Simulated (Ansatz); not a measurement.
# Si3N4 (P6_3/m):B_i (void), thermodynamic levels from a 126-atom cell

Charge states of B_i (void) in Si3N4 (P6_3/m), set against the band edges. Model: a cell of 126 host atoms with 1 B put in.

Main program and level: Ansatz 0.2.0; place-levels on PBEsol runs: charge-transition levels and formation energies with image-charge correction and potential alignment at the atomic sites; PAW set soft_1.

### 1. Set-up

The cell holds 127 atoms: 54 Si, 72 N and 1 B. Its edges and angles: a = 13.206 Å, b = 13.206 Å, c = 8.731 Å, α = 90.0°, β = 90.0°, γ = 120.0°. It derives from Si3N4 (space group P6_3/m). Nearest the centre at fractional (0.000, 1.000, 0.667): B127 at 0.00 Å, N121 at 2.52 Å, N117 at 2.52 Å, N112 at 2.52 Å, N76 at 2.52 Å, N69 at 2.52 Å, N84 at 2.52 Å, Si102 at 2.79 Å.

Known beforehand: the electronic dielectric constant, (4.29, 4.29, 4.37), and the static one, (8.29, 8.29, 8.25), from a response run on this crystal (DFPT, PBEsol) at that run's own cell.

The cell's shortest repeat is 8.7 Å.

### 2. Charge states

Levels follow from differences of total energies between charge states, each relaxed by itself.

Random displacements of about 0.05 Å break the site symmetry at the start, so that the relaxation can reach a distorted minimum if there is one. Forces are taken at one point at (¼, ¼, ¼). The cell holds 1 electron more than the neutral one, with a uniform background that keeps it neutral on the whole.

The sampling was tested on the host first: at the k-points planned (1x1x1 shifted 0.25 0.25 0.25) its energy lies 0.000 eV an atom from the dense-mesh value, under the bound of 0.02 eV set for this test; that bounds the host's error, not the defect's.

One state's input; the others differ in charge, spin, start and seed, and in occupations where the table says so.

Contents of qm1.relax/input.yaml:

```yaml
crystal:
  lattice:
    - [11.43668588, 6.60297367, 0.0]
    - [-11.43668588, 6.60297367, 0.0]
    - [0.0, 0.0, 2.91025578]
  atoms:
    - { symbol: Si, position: [0.01950046, 0.80655545, 0.75] }
    - { symbol: Si, position: [0.3528338, 0.47322211, 0.75] }
    - { symbol: Si, position: [0.68616713, 0.13988878, 0.75] }
    - { symbol: Si, position: [0.21294502, 0.01950046, 0.25] }
    - { symbol: Si, position: [0.54627835, 0.68616713, 0.25] }
    - { symbol: Si, position: [0.87961168, 0.3528338, 0.25] }
    - { symbol: Si, position: [0.13988878, 0.45372165, 0.25] }
    - { symbol: Si, position: [0.47322211, 0.12038832, 0.25] }
    - { symbol: Si, position: [0.80655545, 0.78705498, 0.25] }
    - { symbol: Si, position: [0.19344455, 0.21294502, 0.75] }
    - { symbol: Si, position: [0.52677789, 0.87961168, 0.75] }
    - { symbol: Si, position: [0.86011122, 0.54627835, 0.75] }
    - { symbol: Si, position: [0.12038832, 0.6471662, 0.75] }
    - { symbol: Si, position: [0.45372165, 0.31383287, 0.75] }
    - { symbol: Si, position: [0.78705498, 0.98049954, 0.75] }
    - { symbol: Si, position: [0.31383287, 0.86011122, 0.25] }
    - { symbol: Si, position: [0.6471662, 0.52677789, 0.25] }
    - { symbol: Si, position: [0.98049954, 0.19344455, 0.25] }
    - { symbol: "N", position: [0.0, 0.66666667, 0.75] }
    - { symbol: "N", position: [0.33333333, 0.33333333, 0.75] }
    - { symbol: "N", position: [0.66666667, 0.0, 0.75] }
    - { symbol: "N", position: [0.0, 0.33333333, 0.25] }
    - { symbol: "N", position: [0.33333333, 0.0, 0.25] }
    - { symbol: "N", position: [0.66666667, 0.66666667, 0.25] }
    - { symbol: "N", position: [0.21345843, 0.45653274, 0.75] }
    - { symbol: "N", position: [0.54679176, 0.12319941, 0.75] }
    - { symbol: "N", position: [0.8801251, 0.78986608, 0.75] }
    - { symbol: "N", position: [0.09025902, 0.8801251, 0.25] }
    - { symbol: "N", position: [0.42359235, 0.54679176, 0.25] }
    - { symbol: "N", position: [0.75692569, 0.21345843, 0.25] }
    - { symbol: "N", position: [0.12319941, 0.57640765, 0.25] }
    - { symbol: "N", position: [0.45653274, 0.24307431, 0.25] }
    - { symbol: "N", position: [0.78986608, 0.90974098, 0.25] }
    - { symbol: "N", position: [0.21013392, 0.09025902, 0.75] }
    - { symbol: "N", position: [0.54346726, 0.75692569, 0.75] }
    - { symbol: "N", position: [0.87680059, 0.42359235, 0.75] }
    - { symbol: "N", position: [0.1198749, 0.21013392, 0.25] }
    - { symbol: "N", position: [0.45320824, 0.87680059, 0.25] }
    - { symbol: "N", position: [0.78654157, 0.54346726, 0.25] }
    - { symbol: "N", position: [0.24307431, 0.78654157, 0.75] }
    - { symbol: "N", position: [0.57640765, 0.45320824, 0.75] }
    - { symbol: "N", position: [0.90974098, 0.1198749, 0.75] }
  supercell: [1, 1, 3]
  defects: [{ interstitial: { symbol: B, position: [0.0, 1.0, 0.666667] } }]
total_charge: -1
basis:
  ecutwfc: 420
  xc_grid: 2
hamiltonian:
  xc: pbesol
  pseudopotentials: { kind: paw, azcp: { folder: soft_1 }, xc_functional: pbe }
kpoints:
  mp_grid: { grid: [1, 1, 1], shift: [0.25, 0.25, 0.25] }
scf:
  occupations: { method: fixed }
  max_iter: 100
output:
  forces: true
  charged_corrections: { epsilon: [4.29, 4.29, 4.37], static_epsilon: [8.29, 8.29, 8.25] }
relax:
  f_tol: 0.02
  max_steps: 80
  random_displacement: { amplitude: 0.05, seed: 6138 }
checkpoint:
  write: "../qm1.relax.run"
  compress: false
  write_wavefunctions: true
  write_every: 100000
```

Run with:

```bash
> ansatz run input.yaml --threads 4 --pin off --max-ram 15073MiB --backend cpu --events-out ev --progress --plain --runs-dir out
```

Defect states can disperse in a cell of this size, so the energy is taken again at a 2×2×2 shifted mesh, on the relaxed structure.

The run of this state that the levels use, under PBEsol:

Contents of qm1.point/input.yaml:

```yaml
crystal:
  checkpoint: "../qm1.relax.run"
  host: checkpoint
total_charge: -1
basis:
  ecutwfc: 420
  xc_grid: 2
hamiltonian:
  xc: pbesol
  pseudopotentials: { kind: paw, azcp: { folder: soft_1 }, xc_functional: pbe }
kpoints:
  mp_grid: { grid: [2, 2, 2], shift: [0.5, 0.5, 0.5] }
scf:
  occupations: { method: fermi_dirac, width: 0.01 }
  max_iter: 100
output:
  forces: true
  eigenvalues: true
  charged_corrections:
    epsilon: [4.29, 4.29, 4.37]
    static_epsilon: [8.29, 8.29, 8.25]
    defect_position: [0.0, 1.0, 0.666667]
  eigenstates: { localisation: true }
  populations: true
  band_densities: [{ bands: [v1, v1] }, { bands: [c1, c1] }]
  write_density: true
  write_potential: true
  volumetric_format: npy
  elf: true
checkpoint:
  read: "../qm1.relax.run"
  write: "../qm1.point.run"
  compress: false
  write_wavefunctions: false
  write_every: 100000
```

Relaxations under PBEsol at one point at (¼, ¼, ¼); times on 4 threads of Arm Neoverse V2, shared host:

| charge | moment (μB) | occupations | outcome | steps | largest displacement against the far atoms (Å) | time |
| --- | --- | --- | --- | --- | --- | --- |
| −1 | 0 | fixed | converged | 26 | 1.04 | 8.8 min |
| 0 | 1 | fixed | converged | 5 | 0.06 | 4.7 min |
| +1 | 0 | fixed | converged | 15 | 0.99 | 5.6 min |
| +2 | 1 | fixed | converged | 14 | 0.95 | 14 min |

Single points under PBEsol at a 2×2×2 shifted mesh; times on 4 threads of Arm Neoverse V2, shared host:

| charge | moment (μB) | occupations | outcome | time |
| --- | --- | --- | --- | --- |
| −1 | 0 | fermi-dirac | converged | 3 min |
| 0 | 1 | fermi-dirac | converged | 6.8 min |
| +1 | 0 | fermi-dirac | converged | 3.1 min |
| +2 | 1 | fermi-dirac | converged | 7 min |

Distances (Å) from B127 to the nearest atoms after relaxation with PBEsol:

| charge | moment (μB) | 1. | 2. | 3. | 4. | 5. | 6. |
| --- | --- | --- | --- | --- | --- | --- | --- |
| −1 | 0 | N 1.68 | Si 2.06 | Si 2.09 | Si 2.58 | Si 2.58 | N 2.61 |
| 0 | 1 | N 2.57 | N 2.57 | N 2.57 | N 2.57 | N 2.57 | N 2.58 |
| +1 | 0 | N 1.54 | Si 2.42 | N 2.52 | N 2.53 | Si 2.57 | Si 2.57 |
| +2 | 1 | N 1.53 | N 1.54 | Si 2.21 | Si 2.39 | N 2.65 | N 2.69 |

### 3. place-levels, PBEsol

A charged cell interacts with its images and the background, and its potential has another zero than the host's. place-levels removes the first by a point-charge model, screened by the static dielectric constant since the ions have relaxed around the charge, and the second by comparing potentials at atoms far from the defect.

The host is a run of the defect-free crystal in the same cutoffs, grids and k-points, so that basis and sampling errors cancel in part in the differences. Its band edges come from a run of the primitive cell that searches the zone for them. The host is run in a cell of 42 atoms on a matching mesh. Chemical potentials are energies per atom of B (alpha-rhombohedral (B12)), run with the same functional and cutoff.

Contents of levels.point.yaml:

```yaml
host:
  run: host.point.run
  levels_from: { run: edges.point.run }
states: [qm1.point.run, q0_M1.point.run, qp1.point.run, qp2_M1.point.run]
geometry_from:
  qm1.point.run: qm1.relax.run
  q0_M1.point.run: q0_M1.relax.run
  qp1.point.run: qp1.relax.run
  qp2_M1.point.run: qp2_M1.relax.run
  host.point.run: host.relax.run
chemical_potentials:
  B:
    energy: -152.669504
    dataset: <sha256 of the dataset>
epsilon: [4.29, 4.29, 4.37]
static_epsilon: [8.29, 8.29, 8.25]
vertical:
  - { from: qm1.point.run, to: qm1.point_neutral.run }
  - { from: qp1.point.run, to: qp1.point_neutral.run }
  - { from: qp2_M1.point.run, to: qp2_M1.point_neutral.run }
```

Run with:

```bash
> ansatz place-levels levels.point.yaml -- --threads 4 --pin off --max-ram 15073MiB
```

Numbers of over 12 decimals in the logs are rounded to 6 here.

What it wrote:

```text
[... repeated set-up lines and file paths are left out, and long positions are rounded to six places ...]
(+2/+1) 0.707 eV above the valence edge, 3.479 eV under the conduction edge
(+1/0) 2.481 eV above the valence edge, 1.705 eV under the conduction edge; not on the lower envelope
(0/-1) 2.386 eV above the valence edge, 1.801 eV under the conduction edge; not on the lower envelope
(+1/-1) 2.433 eV above the valence edge, 1.753 eV under the conduction edge: charges between them are lowest nowhere
formation energy of charge +2: +3.400 eV with the Fermi level at the valence edge
formation energy of charge +1: +4.107 eV with the Fermi level at the valence edge
formation energy of charge 0: +6.588 eV with the Fermi level at the valence edge
formation energy of charge -1: +8.974 eV with the Fermi level at the valence edge
vertical -1 to 0: no energy, since no alignment is typed
  the change from vertical[0].from (qm1.point.run) to vertical[0].to (qm1.point_neutral.run): by its potential at epsilon [4.29, 4.29, 4.37] it stands at 0.961 0.060 0.584, with an rms radius of about 2.5 Å (1.7 1.6 1.0 Å across the planes of the cell's [...]
vertical +1 to 0: no energy, since no alignment is typed
  the change from vertical[1].from (qp1.point.run) to vertical[1].to (qp1.point_neutral.run): by its potential at epsilon [4.29, 4.29, 4.37] it stands at 0.106 0.019 0.584, with an rms radius of about 2.3 Å (1.1 1.7 1.1 Å across the planes of the cell's [...]
vertical +2 to 0: no energy, since no alignment is typed
  the change from vertical[2].from (qp2_M1.point.run) to vertical[2].to (qp2_M1.point_neutral.run): by its potential at epsilon [4.29, 4.29, 4.37] it stands at 0.894 0.922 0.656, with an rms radius of about 2.2 Å (1.3 1.4 1.0 Å across the planes of the cell's [...]
  edges by pbesol of host.levels_from (edges.point.run), its mesh sampled to repeats of 26.19 Å (the valence edge +0.130 eV and the conduction edge -0.336 eV from those of the host's own run), gap 4.186 eV; the host is sampled to repeats of 26.41 Å
  the defect's cells are sampled to repeats of 26.41 Å, like sampling
  charge +2: -61129.9017 eV with its correction of +0.988 eV, at epsilon [8.29, 8.29, 8.25], aligned at sites: +0.0478 eV, mean over 102 atomic sites at or beyond 4.37 Å from the defect at [0.0000, 1.0000, 0.6667], with +0.030671 for the charge's moments and [...]
  charge +1: -61121.0729 eV with its correction of +0.288 eV, at epsilon [8.29, 8.29, 8.25], aligned at sites: +0.0550 eV, mean over 102 atomic sites at or beyond 4.37 Å from the defect at [0.0000, 1.0000, 0.6667], with +0.008843 for the charge's moments and [...]
  charge 0: +0.000 eV for its dipole among its images, +0.000 omitted
  charge -1: -61099.9625 eV with its correction of +0.125 eV, at epsilon [8.29, 8.29, 8.25], aligned at sites: +0.0935 eV, mean over 102 atomic sites at or beyond 4.37 Å from the defect at [0.0000, 1.0000, 0.6667], with -0.034119 for the charge's moments and [...]
  of states[3] (qp2_M1.point.run): it parts from the run that its charge is read beside by 2 carriers, of which the mean alone is read, by its potential at epsilon [4.29, 4.29, 4.37], taken for that of held ions (one typed too small widens it): that is [...]
  of states[1] (q0_M1.point.run): stability_check_not_made
  of vertical[2].from (qp2_M1.point.run): stability_check_not_made; [...]
  of vertical[2].to (qp2_M1.point_neutral.run): it set out from the moments of a save, which an earlier run chose (saved_moments_taken)
```

Elapsed: 0.59 s, on 4 threads of Arm Neoverse V2, shared host.

Levels between the charges placed, in eV above the valence top:

|  | gap (eV) | (+2/+1) | (+1/0) | (0/−1) |
| --- | --- | --- | --- | --- |
| PBEsol | 4.19 | 0.71 | 2.48 | 2.39 |

Corrections by state:

| charge | moment (μB) | image terms and alignment (eV) | band filling (eV) | ε used | over the lowest of its charge, as the program ranks them, band filling apart (eV) |
| --- | --- | --- | --- | --- | --- |
| +2 | 1.0 | 0.988 | - | principal values (8.25, 8.29, 8.29) | 0.000 |
| +1 | 0.0 | 0.288 | - | principal values (8.25, 8.29, 8.29) | 0.000 |
| 0 | 1.0 | 0.000 | - | - | 0.000 |
| −1 | 0.0 | 0.125 | - | principal values (8.25, 8.29, 8.29) | 0.000 |

The charged structures listed were also run neutral, and place-levels reads from each pair, by the potential or the spins, how wide the charge is by which they differ; that can be the carrier of either run.

| charge | rms radius (Å) | spread where it is widest against the cell (Å) | wide from (Å) | reading |
| --- | --- | --- | --- | --- |
| +2 | 2.2 | 1.38 | 1.98 | narrow |
| +1 | 2.3 | 1.68 | 1.98 | narrow |
| −1 | 2.5 | 1.66 | 1.98 | narrow |

The neutral runs of these pairs need not share the spin of the lowest neutral state, and very wide values only mean spread over the cell.

From the program's caveats on the states, each cut to its opening words:

- charge +2 (1 μB): it parts from the run that its charge is read beside by 2 carriers, of which the mean alone is read, by its potential at epsilon [4.29, 4.29, 4.37], taken for [...]
- charge +2 (1 μB): the far atoms show a dipole or second moment of the defect's charge, for which the correction takes or leaves out 0.081 eV: further moments aren't read, and [...]
- charge +2 (1 μB), 0 (1 μB): flagged: stability check not made

The host's formation energy from the elements is -1.218 eV per atom; it sets how far the chemical potentials can move.

Limit set by the element alone; other compounds of these elements are not counted. Chemical potentials from the elements' reference states: N 0.00 eV, Si -2.84 eV, B 0.00 eV. Formation energies (N-rich), with the Fermi level at the valence top and at the conduction bottom (gap 4.19 eV):

| charge | at valence top (eV) | at conduction bottom (eV) | correction included (eV) |
| --- | --- | --- | --- |
| +2 | 3.40 | 11.77 | 0.99 |
| +1 | 4.11 | 8.29 | 0.29 |
| 0 | 6.59 | 6.59 | 0.00 |
| −1 | 8.97 | 4.79 | 0.12 |

(Fermi level (eV), lowest formation energy (eV)): (0.00, 3.40), (0.38, 4.16), (0.76, 4.87), (1.14, 5.25), (1.52, 5.63), (1.90, 6.01), (2.28, 6.39), (2.67, 6.31), (3.05, 5.93), (3.43, 5.55), (3.81, 5.17), (4.19, 4.79)

Limit set by the element alone; other compounds of these elements are not counted. Chemical potentials from the elements' reference states: Si 0.00 eV, N -2.13 eV, B 0.00 eV. Formation energies (Si-rich), with the Fermi level at the valence top and at the conduction bottom (gap 4.19 eV):

| charge | at valence top (eV) | at conduction bottom (eV) | correction included (eV) |
| --- | --- | --- | --- |
| +2 | 3.40 | 11.77 | 0.99 |
| +1 | 4.11 | 8.29 | 0.29 |
| 0 | 6.59 | 6.59 | 0.00 |
| −1 | 8.97 | 4.79 | 0.12 |

| Fermi level (eV) | lowest formation energy (eV) |
| --- | --- |
| 0.00 | 3.40 |
| 0.38 | 4.16 |
| 0.76 | 4.87 |
| 1.14 | 5.25 |
| 1.52 | 5.63 |
| 1.90 | 6.01 |
| 2.28 | 6.39 |
| 2.67 | 6.31 |
| 3.05 | 5.93 |
| 3.43 | 5.55 |
| 3.81 | 5.17 |
| 4.19 | 4.79 |

### 4. The same at the relaxations' own k-points

The relaxations' own energies give the levels at their sampling, for comparison.

Contents of levels.relax_mesh.yaml:

```yaml
host:
  run: host.relax.run
  levels_from: { run: edges.relax.run }
states: [qm1.relax.run, q0_M1.relax.run, qp1.relax.run, qp2_M1.relax.run]
chemical_potentials:
  B:
    energy: -152.669504
    dataset: <sha256 of the dataset>
```

Run with:

```bash
> ansatz place-levels levels.relax_mesh.yaml -- --threads 4 --pin off --max-ram 15073MiB
```

What it wrote:

```text
(+2/+1) 0.709 eV above the valence edge, 3.477 eV under the conduction edge
[...]
formation energy of charge +2: +3.402 eV with the Fermi level at the valence edge
formation energy of charge +1: +4.111 eV with the Fermi level at the valence edge
formation energy of charge 0: +6.591 eV with the Fermi level at the valence edge
formation energy of charge -1: +8.974 eV with the Fermi level at the valence edge
  edges by pbesol of host.levels_from (edges.relax.run), its mesh sampled to repeats of 26.19 Å (the valence edge +0.231 eV and the conduction edge -0.359 eV from those of the host's own run), gap 4.186 eV; the host is sampled to repeats of 15.83 Å
[... the lines on each state left out ...]
```

Wall time 0.19 s (4 threads).

Levels between neighbouring charges, in eV above the valence top:

|  | gap (eV) | (+2/+1) | (+1/0) | (0/−1) |
| --- | --- | --- | --- | --- |
| one point at (¼, ¼, ¼) | 4.19 | 0.71 | 2.48 | 2.38 |
| a 2×2×2 shifted mesh | 4.19 | 0.71 | 2.48 | 2.39 |

Going from one point at (¼, ¼, ¼) to a 2×2×2 shifted mesh moves the levels that carry no band-filling term by up to 0.00 eV and formation energies against the elements by up to 0.00 eV.

### 5. Summary of results

```
gap of the host                                                          : 4.19 eV (PBEsol)
level (plus 2/plus 1)                                                    : 0.71 eV above the valence top
level (plus 1/0)                                                         : 2.48 eV above the valence top, not a change between lowest states
level (0/minus 1)                                                        : 2.39 eV above the valence top, not a change between lowest states
level (plus 1/minus 1)                                                   : 2.43 eV above the valence top
lowest of the charges placed, just above the valence top (0.02 eV)       : +2
lowest of the charges placed, just below the conduction bottom (0.02 eV) : −1
lowest formation energy at mid-gap of the charges run, N-rich            : 6.20 eV
lowest formation energy at mid-gap of the charges run, Si-rich           : 6.20 eV
```

In words: Of the charges placed (−1, 0, +1 and +2), the lowest changes at 0.71 eV (+2/+1) and 2.43 eV (+1/−1) above the valence top, in a gap of 4.19 eV. (+1/−1) passes over charge 0, which lies 0.05 eV above the two there; a lower structure or spin state of it, if missed, would change that. Charges above +2 and below −1 were not placed, so these runs say nothing of levels that involve them. States placed: +2 at 1 μB; +1 at 0 μB; 0 at 1 μB; −1 at 0 μB. Other spin states or structures, where not listed, weren't placed. At charge −1, +1 and +2 the atom put in ends up to 1.0 Å from its starting place, so the name tells the start alone and the levels can join different sites. B is taken at its element; compounds, which aren't counted here, bound the chemical potentials and would shift these formation energies. Going from one point at (¼, ¼, ¼) to a 2×2×2 shifted mesh moves the levels that carry no band-filling term by up to 0.00 eV and formation energies against the elements by up to 0.00 eV. Keep in mind: the images are only 8.7 Å apart; PBEsol makes the gap too small and tends to spread out bound carriers; where a gas molecule sets a chemical potential or the host's formation energy, its binding is uncorrected.

[Logs are printed without paths, hosts, clocks, repeated set-up lines and the standing remarks that a program may print on its own settings, such as how far it seeks lower states.]

[Hosts, paths, dates, database ids (printed as entryN), source tags and the programs' standing remarks are cut or masked in the printed files.]

[Where a table of states has a column of steps, it counts the stored structures, which are thinned; the runs took as many ionic steps or more.]

[A defect's name tells the site on which it was built; relaxed atoms can leave that site.]

[For some hosts the program warned that the k-mesh of the response run may be too coarse for force constants and the static dielectric constant; such warnings are not shown here.]
